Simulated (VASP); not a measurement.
# W (Im-3m) in VASP: notebook

One crystal, W, is run at these levels: LDA; tasks: relaxation of cell and atoms.

Everything below comes from runs of VASP 6.6.1. Logs are shortened: lines on timing, memory, paths and dates and some standing lists are left out, and cuts for length are marked.

**1. Starting point**

It takes space group Im-3m (No. 229, cubic). Conventional cell: a = 3.165 Å, b = 3.165 Å, c = 3.165 Å, α = 90.00°, β = 90.00°, γ = 90.00°. W (site symmetry m-3m) is surrounded by 8 W at 2.74 Å.

**2. Relaxation of cell and atoms, LDA**

Contents of INCAR:

```
SYSTEM = W
PREC     = Accurate       ! precision mode
ENCUT    = 350            ! plane-wave cutoff, eV
EDIFF    = 1E-7           ! SCF threshold, eV
ISMEAR   = 0              ! smearing method
SIGMA    = 0.1            ! smearing width, eV
LREAL    = .FALSE.        ! projectors in reciprocal space
LASPH    = .TRUE.         ! aspherical terms in the spheres
NELM     = 100            ! most SCF steps
ALGO     = Fast           ! electronic algorithm
ISIF     = 3              ! what is computed and relaxed
LWAVE    = .FALSE.        ! write WAVECAR
LCHARG   = .FALSE.        ! write CHGCAR
GGA      = CA             ! functional
IBRION   = 2              ! ionic algorithm
NSW      = 80             ! ionic steps
EDIFFG   = -0.002         ! ionic threshold
```

Contents of KPOINTS:

```
regular mesh
0
G
  10 10 10
  0 0 0
```

Contents of POSCAR:

```
W
1.0
   -1.5823450000      1.5823450000      1.5823450000
    1.5823450000     -1.5823450000      1.5823450000
    1.5823450000      1.5823450000     -1.5823450000
W
1
Direct
    0.0000000000      0.0000000000      0.0000000000
```

Potentials or basis: VASP PAW LDA potentials, release 64 (W_sv).

Launch:

```console
$ cat potpaw_LDA.64/W_sv/POTCAR > POTCAR
$ mpirun -np 1 vasp_std > vasp.out
```

OUTCAR:

```text
SYSTEM = W
   PREC = Accurate
   ENCUT = 350
   EDIFF = 1E-7
   ISMEAR = 0
   LREAL = .FALSE.
   LASPH = .TRUE.
   NELM = 100
   ISIF = 3
   GGA = CA
   IBRION = 2
   NSW = 80
   EDIFFG = -0.002

 ion  position               nearest neighbor table
   1  0.000  0.000  0.000-

  LATTYP: Found a body centered cubic cell.
 ALAT       =     3.1646900000

  Lattice vectors:

 A1 = (  -1.5823450000,   1.5823450000,   1.5823450000)
 A2 = (   1.5823450000,  -1.5823450000,   1.5823450000)
 A3 = (   1.5823450000,   1.5823450000,  -1.5823450000)

Analysis of symmetry for initial positions (statically):
=====================================================================
 Subroutine PRICEL returns:
 Original cell was already a primitive cell.

 Routine SETGRP: Setting up the symmetry group for a
 body centered cubic supercell.

 Subroutine GETGRP returns: Found 48 space group operations
 (whereof 48 operations were pure point group operations)
 out of a pool of 48 trial point group operations.

The static configuration has the point symmetry O_h .

Analysis of symmetry for dynamics (positions and initial velocities):
=====================================================================
 Subroutine PRICEL returns:
 Original cell was already a primitive cell.

 Routine SETGRP: Setting up the symmetry group for a
 body centered cubic supercell.

 Subroutine GETGRP returns: Found 48 space group operations
 (whereof 48 operations were pure point group operations)
 out of a pool of 48 trial point group operations.

The dynamic configuration has the point symmetry O_h .

 Subroutine INISYM returns: Found 48 space group operations
 (whereof 48 operations are pure point group operations),
 and found     1 'primitive' translations

----------------------------------------------------------------------------------------

                                     Primitive cell

  volume of cell :      15.8476

  direct lattice vectors                    reciprocal lattice vectors
    -1.582345000  1.582345000  1.582345000     0.000000000  0.315986716  0.315986716
     1.582345000 -1.582345000  1.582345000     0.315986716  0.000000000  0.315986716
     1.582345000  1.582345000 -1.582345000     0.315986716  0.315986716  0.000000000

  length of vectors
     2.740701935  2.740701935  2.740701935     0.446872699  0.446872699  0.446872699

  position of ions in fractional coordinates (direct lattice)
     0.000000000  0.000000000  0.000000000

  ion indices of the primitive-cell ions
   primitive index   ion index
                 1           1

----------------------------------------------------------------------------------------

 KPOINTS: regular mesh

Automatic generation of k-mesh.
 Grid dimensions read from file:
 generate k-points for:   10   10   10

 Generating k-lattice:

  Cartesian coordinates                     Fractional coordinates (reciprocal lattice)
     0.000000000  0.031598672  0.031598672     0.100000000  0.000000000  0.000000000
     0.031598672  0.000000000  0.031598672     0.000000000  0.100000000  0.000000000
     0.031598672  0.031598672  0.000000000     0.000000000  0.000000000  0.100000000

  Length of vectors
     0.044687270  0.044687270  0.044687270

  Shift w.r.t. Gamma in fractional coordinates (k-lattice)
     0.000000000  0.000000000  0.000000000

 Subroutine IBZKPT returns following result:
 ===========================================

 Found     47 irreducible k-points:

 Following reciprocal coordinates:
            Coordinates               Weight
  0.000000  0.000000  0.000000      1.000000
  0.100000  0.000000  0.000000     12.000000
  0.200000  0.000000  0.000000     12.000000
  0.300000  0.000000  0.000000     12.000000
  0.400000  0.000000  0.000000     12.000000
  0.500000  0.000000  0.000000      6.000000
[... 16 lines left out ...]
  0.300000  0.300000  0.100000      8.000000
 -0.300000  0.300000  0.100000     24.000000
 [... further k-points ...]
   k-points           NKPTS =     47   k-points in BZ     NKDIM =     47   number of bands    NBANDS=     11
   number of dos      NEDOS =    301   number of ions     NIONS =      1
   total plane-waves  NPLWV =   5832
   dimension x,y,z NGX =    18 NGY =   18 NGZ =   18
   dimension x,y,z NGXF=    36 NGYF=   36 NGZF=   36
   ions per type =               1
   NGX,Y,Z   is equivalent  to a cutoff of  10.92, 10.92, 10.92 a.u.
   NGXF,Y,Z  is equivalent  to a cutoff of  21.84, 21.84, 21.84 a.u.
 SYSTEM =  W
   PREC   = accura    normal or accurate (medium, high low for compatibility)
   ISTART =      0    job   : 0-new  1-cont  2-samecut
   ICHARG =      2    charge: 1-file 2-atom 10-const
   ISPIN  =      1    spin polarized calculation?
   LNONCOLLINEAR =      F non collinear calculations
   LSORBIT =      F    spin-orbit coupling
   LASPH  =      T    aspherical Exc in radial PAW
   ENCUT  =  350.0 eV  25.72 Ry    5.07 a.u.   4.18  4.18  4.18*2*pi/ulx,y,z
   NELM   =    100;   NELMIN=  2; NELMDL= -5     # of ELM steps
   EDIFF  = 0.1E-06   stopping-criterion for ELM
   LREAL  =      F    real-space projection
   EDIFFG = -.2E-02   stopping-criterion for IOM
   NSW    =     80    number of steps for IOM
   IBRION =      2    ionic relax: 0-MD 1-quasi-New 2-CG
   NFREE  =      1    steps in history (QN), initial steepest desc. (CG)
   ISIF   =      3    stress and relaxation
   ISYM   =      2    0-nonsym 1-usesym 2-fastsym
   POTIM  = 0.5000    time-step for ionic-motion
   TEBEG  =    0.0;   TEEND  =   0.0 temperature during run
   PSTRESS=    0.0 pullay stress
   NELECT =      14.0000    total number of electrons
   NUPDOWN=      -1.0000    fix difference up-down
   EMIN   =  10.00;   EMAX   =-10.00  energy-range for DOS
   EFERMI =   0.00;   METHOD = LEGACY
   ISMEAR =     0;   SIGMA  =   0.10  broadening in eV -4-tet -1-fermi 0-gaus
   EFERMI_NEDOS =   21; number of points for ismear=-14 and -15
   IALGO  =     68    algorithm
   IMIX   =      4    mixing-type and parameters
     AMIX     =   0.40;   BMIX     =  1.00
     AMIX_MAG =   1.60;   BMIX_MAG =  1.00
  volume/ion in A,a.u.               =      15.85       106.94
  Fermi-wavevector in a.u.,A,eV,Ry     =   1.570832  2.968442 33.572544  2.467512
  Thomas-Fermi vector in A             =   2.672506
   LORBIT       =      0    0 simple, 1 ext, 2 COOP (PROOUT), +10 PAW based schemes
   GGA     = CA    functional components
   LHFCALC =     F    Hartree Fock is set to
   AEXX    =    0.0000 exact exchange contribution
   IVDW    =     0    specifies the selected vdW correction
   LEPSILON=     F    determine dielectric tensor
   LRPA    =     F    only Hartree local field effects (RPA)
 conjugate gradient relaxation of ions
 non-spin polarized calculation
 RMM-DIIS sequential band-by-band and
 Gauss-broadening in eV      SIGMA  =   0.10
  energy-cutoff  :      350.00
  volume of cell :       15.85
 maximum number of plane-waves:       243
 NGX is ok and might be reduce to    18
   NGX =  9   NGY =  9   NGZ =  9

--------------------------------------- Ionic step        1  -------------------------------------------

 number of electron      14.0000001 magnetization

 Free energy of the ion-electron system (eV)
  ---------------------------------------------------
  ext. energy  EPLUGINS =         0.00000000
  ---------------------------------------------------
  free energy    TOTEN  =       -14.09016880 eV

  energy without entropy =      -14.08775406  energy(sigma->0) =      -14.08896143

------------------------ aborting loop because EDIFF is reached ----------------------------------------

  FORCE on cell =-STRESS in cart. coord.  units (eV):
  Direction    XX          YY          ZZ          XY          YZ          ZX
  --------------------------------------------------------------------------------------
  -------------------------------------------------------------------------------------
  Total       -0.6915403     -0.6915403     -0.6915403      0.0000000      0.0000000      0.0000000
  in kB      -69.9140645    -69.9140645    -69.9140645      0.0000000      0.0000000      0.0000000
  external PRESSURE =     -69.9140645 kB  Pullay stress =       0.0000000 kB

 VOLUME and BASIS-vectors are now :
 -----------------------------------------------------------------------------
  energy-cutoff  :      350.00
  volume of cell :       15.85
      direct lattice vectors                 reciprocal lattice vectors
    -1.582345000  1.582345000  1.582345000     0.000000000  0.315986716  0.315986716
     1.582345000 -1.582345000  1.582345000     0.315986716  0.000000000  0.315986716
     1.582345000  1.582345000 -1.582345000     0.315986716  0.315986716  0.000000000
[... 176 lines left out ...]
 POSITION                                       TOTAL-FORCE (eV/Angst)
 -----------------------------------------------------------------------------------
      1.57152      1.57152      1.57152        -0.000000     -0.000000     -0.000000
 -----------------------------------------------------------------------------------
    total drift:                               -0.000000      0.000000     -0.000000

  FREE ENERGIE OF THE ION-ELECTRON SYSTEM (eV)
  ---------------------------------------------------
  free  energy   TOTEN  =       -14.0976120962 eV

  energy  without entropy=      -14.0953127625  energy(sigma->0) =      -14.09646243

--------------------------------------- Ionic step        7  -------------------------------------------

 number of electron      14.0000008 magnetization

 Free energy of the ion-electron system (eV)
  ---------------------------------------------------
  ext. energy  EPLUGINS =         0.00000000
  ---------------------------------------------------
  free energy    TOTEN  =       -14.09762147 eV

  energy without entropy =      -14.09532616  energy(sigma->0) =      -14.09647381

 E-fermi :  11.7531     XC(G=0): -13.9548

 val. band max:       11.6611129892   @ k =   0.5000   0.5000   0.2000
 cond. band min:      11.8287702889   @ k =   0.1000   0.1000   0.0000
 fundamental gap:      0.1676572996
 Fermi energy:        11.7531128314

 k-point     1 :       0.0000    0.0000    0.0000
  band No.  band energies     occupation
      1     -62.1092      2.00000
      2     -25.8810      2.00000
      3     -25.8810      2.00000
      4     -25.8810      2.00000
      5       1.9751      2.00000
      6      10.3236      2.00000
      7      10.3236      2.00000
      8      10.3236      2.00000
      9      13.8677      0.00000
     10      13.8677      0.00000
     11      26.2634      0.00000

 k-point     2 :       0.1000    0.0000    0.0000
  band No.  band energies     occupation
      1     -62.0948      2.00000
      2     -26.0262      2.00000
      3     -25.9261      2.00000
      4     -25.8818      2.00000
      5       2.4654      2.00000
      6      10.0331      2.00000
      7      10.2426      2.00000
      8      10.8031      2.00000
      9      13.4557      0.00000
     10      13.8746      0.00000
     11      26.6589      0.00000
[... 295 lines left out ...]
 k-point    24 :      -0.3000    0.3000    0.1000
  band No.  band energies     occupation
      1     -61.9978      2.00000
      2     -26.8072      2.00000
      3     -26.2333      2.00000
      4     -25.9937      2.00000
      5       5.4113      2.00000
      6       9.0981      2.00000
      7       9.5210      2.00000
      8      12.4253      0.00000
      9      14.1383      0.00000
     10      14.9142      0.00000
     11      25.6075      0.00000

 [... further k-points ...]

------------------------ aborting loop because EDIFF is reached ----------------------------------------

  FORCE on cell =-STRESS in cart. coord.  units (eV):
  Direction    XX          YY          ZZ          XY          YZ          ZX
  --------------------------------------------------------------------------------------
  -------------------------------------------------------------------------------------
  Total        0.0004667      0.0004667      0.0004667      0.0000000      0.0000000     -0.0000000
  in kB        0.0482060      0.0482060      0.0482060      0.0000000      0.0000000     -0.0000000
  external PRESSURE =       0.0482060 kB  Pullay stress =       0.0000000 kB

 VOLUME and BASIS-vectors are now :
 -----------------------------------------------------------------------------
  energy-cutoff  :      350.00
  volume of cell :       15.51
      direct lattice vectors                 reciprocal lattice vectors
    -1.571124753  1.571124753  1.571124753     0.000000000  0.318243347  0.318243347
     1.571124753 -1.571124753  1.571124753     0.318243347  0.000000000  0.318243347
     1.571124753  1.571124753 -1.571124753     0.318243347  0.318243347  0.000000000

 POSITION                                       TOTAL-FORCE (eV/Angst)
 -----------------------------------------------------------------------------------
      0.00000      0.00000      0.00000        -0.000000     -0.000000     -0.000000
 -----------------------------------------------------------------------------------
    total drift:                                0.000000      0.000000      0.000000

  FREE ENERGIE OF THE ION-ELECTRON SYSTEM (eV)
  ---------------------------------------------------
  free  energy   TOTEN  =       -14.0976214655 eV

  energy  without entropy=      -14.0953261610  energy(sigma->0) =      -14.09647381

 reached required accuracy - stopping structural energy minimisation
```

Run time: 29 s. Hardware: 1 thread of Intel Xeon Platinum 8259CL at 2.50GHz (Skylake/Cascade Lake), shared host; peak memory 0.12 GiB.

Results:

* Free energy: -14.0976 eV
* Relaxed volume: 15.51 Å³/atom
* Relaxed cell: a = 2.721 Å, b = 2.721 Å, c = 2.721 Å, α = 109.47°, β = 109.47°, γ = 109.47°
* Space group after relaxing (to 0.05 Å): Im-3m (No. 229)
* Energy gained by relaxing: 7.5 meV/atom
* Ionic steps: 7
* Pressure after relaxing: 0.0 GPa
* Band gap on the k mesh: none (metal or under the smearing width)

Step by step:
```tsv
step	energy change (eV)	largest force (eV/Å)	pressure (GPa)	volume (Å³)
1	0.0000	0.0000	-6.99	15.85
2	0.1069	0.0000	32.74	14.31
3	-0.0074	0.0000	-0.19	15.53
4	-0.0075	0.0000	-0.10	15.52
5	-0.0075	0.0000	0.08	15.51
6	-0.0074	0.0000	-0.25	15.52
7	-0.0075	0.0000	0.00	15.51
```

Final structure:
```cif
data_structure
_symmetry_space_group_name_H-M 'P 1'
_symmetry_Int_Tables_number 1
_cell_length_a 2.7213
_cell_length_b 2.7213
_cell_length_c 2.7213
_cell_angle_alpha 109.471
_cell_angle_beta 109.471
_cell_angle_gamma 109.471
_cell_volume 15.51
loop_
_atom_site_label
_atom_site_type_symbol
_atom_site_fract_x
_atom_site_fract_y
_atom_site_fract_z
_atom_site_occupancy
W1 W 0.00000 0.00000 0.00000 1
```

**3. Relaxation of cell and atoms, LDA**

This run uses another cell than the first one, of 15.51 Å³/atom, 0.979 times its volume.

INCAR is that of step 2.

KPOINTS is that of step 2.

Contents of POSCAR:

```
W                                       
1.0
   -1.5711247533      1.5711247533      1.5711247533
    1.5711247533     -1.5711247533      1.5711247533
    1.5711247533      1.5711247533     -1.5711247533
  W             
     1
Direct
     0.0000000000000000    0.0000000000000000    0.0000000000000000
```

Potentials or basis: VASP PAW LDA potentials, release 64 (W_sv).

Launch:

```console
$ cat potpaw_LDA.64/W_sv/POTCAR > POTCAR
$ mpirun -np 1 vasp_std > vasp.out
```

Wall time 17 s (1 thread of Intel Xeon Platinum 8259CL at 2.50GHz (Skylake/Cascade Lake), shared host); peak memory 0.12 GiB.

Results (log left out):

```
Free energy               : -14.0967 eV
Energy gained by relaxing : 0.0 meV/atom
Ionic steps               : 4
Pressure after relaxing   : 0.0 GPa
Band gap on the k mesh    : none (metal or under the smearing width)
```

Final structure:
```
W
1.0
    -1.57108    1.57108    1.57108
     1.57108   -1.57108    1.57108
     1.57108    1.57108   -1.57108
W
1
Direct
  0.00000 0.00000 0.00000
```

Levels at points of the mesh, in eV from the Fermi level:
```csv
k point,band 5,band 6,band 7,band 8,band 9,band 10
"(0.00, 0.00, 0.00)",-9.78,-1.43,-1.43,-1.43,2.11,2.11
"(0.50, 0.00, 0.00)",-6.52,-3.82,0.80,2.03,3.02,6.19
"(0.50, 0.50, 0.50)",-6.14,-6.14,5.17,5.17,5.17,8.41
```
